To squeeze a crystal to a volume one per cent smaller takes a pressure of about one hundredth of its bulk modulus. The table gives this modulus for one crystal, zinc sulfide, under four functionals. In each row it is taken at the volume where that method finds the lowest energy, with the shape of the cell and the relative positions of the atoms held as they are.

Kohn–Sham DFT with Ansatz for ZnS (P6₃mc, 12-atom cell), without spin polarization, with a k mesh of 8×8×2 and Fermi–Dirac smearing of 0.05 eV. Bulk moduli are for the static lattice at each method's own minimum-energy volume; the basis column gives the plane-wave cutoff.

| method | rung | potentials | basis | bulk modulus (GPa) | rough processor time (s) |
| --- | --- | --- | --- | --- | --- |
| LDA | LDA | PseudoDojo LDA | 1143 eV | 86.50 | 1000 |
| PBE | GGA | SPMS NC | 816 eV | 69.50 | 700 |
| PBE | GGA | Ansatz PAW polarizable | 420 eV | 69.40 | 200 |
| PBEsol-D3(BJ) | GGA | Ansatz PAW | 420 eV | 84.30 | 500 |
| r2SCAN-D3(BJ) | meta-GGA | Ansatz PAW | 500 eV | 81.40 | 400 |

### From the first row to the next two: which functional gives the stiffer crystal?

LDA does, with 86.5 GPa against about 69 GPa for PBE. Seen from PBE, the LDA crystal is a quarter stiffer. The two methods also disagree on the size of the crystal: the PBE volume with PAW potentials is 8.7 % larger than the LDA one. The two moduli therefore belong to crystals with different bond lengths.

### Does LDA make stiffer Zn–S bonds?

To find out, both methods have to be compared at the same volume. The calculated pressures along each compression curve allow this, because the modulus is the slope

$$B=-V\,\frac{\Delta P}{\Delta V},$$

where $B$ is the bulk modulus, $V$ the volume and $P$ the pressure. The output printed below gives this slope at two common volumes, one close to the LDA minimum and one close to the PBE minimum.

At the smaller volume LDA gives 85 GPa and PBE with PAW 98 GPa. At the larger one they give 58 and 69 GPa. At equal bond length LDA is thus the softer method, and its high modulus in the table comes from its short bonds.

### Why does so small a change of volume matter so much?

In a crystal such as ZnS, the resistance to squeezing comes largely from the repulsion between overlapping electron clouds, which dies away steeply as the atoms move apart. Near each row's own minimum the modulus falls by a little more than 4 % for each per cent of expansion. With nothing else changed, an error in the volume thus comes back about four times larger, in per cent, in the modulus. Such errors are common: LDA tends to make crystals too small, and PBE tends to make them somewhat too large.

The functional also acts in a second way, and this one works against the first. At equal volume PBE pushes outward harder than LDA, by 7.0 GPa in the most compressed cell of the comparison and by 5.9 GPa in the most expanded one. A push that weakens as the crystal grows makes the pressure curve steeper, which is why PBE is stiffer at a fixed volume. The same push also moves the minimum out to where the curve is flatter, and this effect wins, because the push fades more slowly with volume than the modulus does.

The origin of the push is standard theory. PBE lowers the energy where the electron density varies strongly compared with its own size. Stretching the crystal thins the density between the atoms and makes it more uneven in this sense, so PBE favours the more open crystal.

### The two PBE rows: which digits can be trusted?

The rows differ in their potentials and basis, yet their moduli differ by only 0.1 GPa in the table, 0.15 before rounding. That may flatter the precision. At equal volume the norm-conserving potentials (SPMS NC) give a crystal stiffer by 1.0 to 1.4 GPa, but they also put the minimum at a volume 0.3 % larger, which softens it by nearly as much. The two shifts nearly cancel, as expected if the change of potential mostly slides the pressure curve along the volume axis, which would leave the modulus at the minimum as it was.

Other potentials need not cancel so well, so a cautious reading leaves an uncertainty of about 1 GPa for the choice of potential, judged from this one pair. The decimals then carry no physics, while the gap of 17 GPa between LDA and PBE is far too large to come from such a change. All five rows were run on the same 8×8×2 mesh, so a change of mesh doesn't enter these differences. The mesh and the cutoffs are usual working values, though, and not converged limits, so each modulus still holds some error from them.

### The last two rows: why do they lie between LDA and PBE?

Their volumes lie between as well. PBEsol has a weaker gradient correction than PBE, made for solids, so it pushes outward less. The D3(BJ) term adds an attraction between the atoms, which normally pulls a crystal together. With both at work, PBEsol-D3(BJ) comes out close to LDA: at equal volume the two moduli differ by less than the change of potential made for PBE.

r2SCAN-D3(BJ) settles at a middle volume and gives 81.4 GPa. Since both rows contain the attraction, their positions describe the functional and D3(BJ) together, and they don't show what a meta-GGA does by itself.

### What does the extra computer time buy?

It doesn't buy a higher rung, for the dearest run is LDA, the simplest functional of all. Part of the cost can come from the potentials. Hard potentials need short waves, and the number of plane waves grows as the cutoff energy to the power 3/2. For the two PBE rows this gives

$$\left(\frac{816}{420}\right)^{3/2}\approx 2.7,$$

while the rough times differ by a factor of 3.5.

For LDA against the cheapest run the same rule gives 4.5, and the times give 5. It fails for PBEsol-D3(BJ), which has the same cutoff as the cheapest run but took 2.5 times as long, and for r2SCAN-D3(BJ) it gives 1.3 where the times give 2. The k mesh is the same in all the runs and can't explain this, but on shared machines and with different potentials such a factor can't be charged to the functional either. What the PBE pair does show is that the cheaper potentials changed the modulus by only about 1 GPa at equal volume.

### What would change if PBE were run on the LDA lattice?

The setting looks harmless, but a modulus taken from the slope at 18.62 Å³ per atom, just above the LDA volume, is already about 98 GPa instead of 69. That error is larger than the whole spread among the functionals in the table. The calculation would describe a PBE crystal under strong compression, and its high stiffness would be that of the squeezed state.

The same reasoning helps with a functional that isn't in the table. The first thing to ask is what volume it gives: a clearly larger one points to a lower modulus. Carrying the PBE curve to the LDA volume overshoots, however. The shorter bonds alone would add about 28 GPa, and the change of functional takes back some 12 GPa of it; the last GPa of the gap comes from the small step between 18.62 Å³ per atom and the LDA minimum. Among the functionals of this table the volume thus gives the direction of the change, and its size comes out smaller than the volume alone suggests.

Output of the analysis:

```
Moduli in GPa and volumes in A^3 per atom:
            row  own volume  modulus at own volume  modulus at 18.62  modulus at 20.19
            LDA       18.56                   86.5             85.27             58.23
            PBE       20.22                   69.5             98.97             70.14
            PBE       20.17                   69.4             97.57             69.14
  PBEsol-D3(BJ)       18.69                   84.3             85.76             58.93
  r2SCAN-D3(BJ)       19.27                   81.4             94.33             66.23
Modulus of LDA less that of PBE with PAW, own volumes, GPa: 17.1
The same difference in percent of the PBE value: 24.64
Volume of PBE with PAW above that of LDA, percent: 8.664
Smallest percent loss of modulus per percent of expansion: 4.34
Largest percent loss of modulus per percent of expansion: 4.49
PBE with PAW less LDA at 18.62 A^3 per atom, GPa: 12.31
PBE with PAW less LDA at 20.19 A^3 per atom, GPa: 10.9
Extra outward pressure of PBE with PAW over LDA at 18.42 A^3 per atom, GPa: 7.023
Extra outward pressure of PBE with PAW over LDA at 20.38 A^3 per atom, GPa: 5.85
PBE pair, SPMS less PAW, modulus at own volumes, GPa: 0.1
PBE pair, SPMS less PAW, volume in percent: 0.2689
PBE pair, SPMS less PAW, modulus at 18.62 A^3 per atom, GPa: 1.401
PBE pair, SPMS less PAW, modulus at 20.19 A^3 per atom, GPa: 1.001
Cost against PBE with PAW:
            row  time ratio  plane wave ratio
            LDA           5             4.489
            PBE         3.5              2.71
            PBE           1                 1
  PBEsol-D3(BJ)         2.5                 1
  r2SCAN-D3(BJ)           2             1.299
```
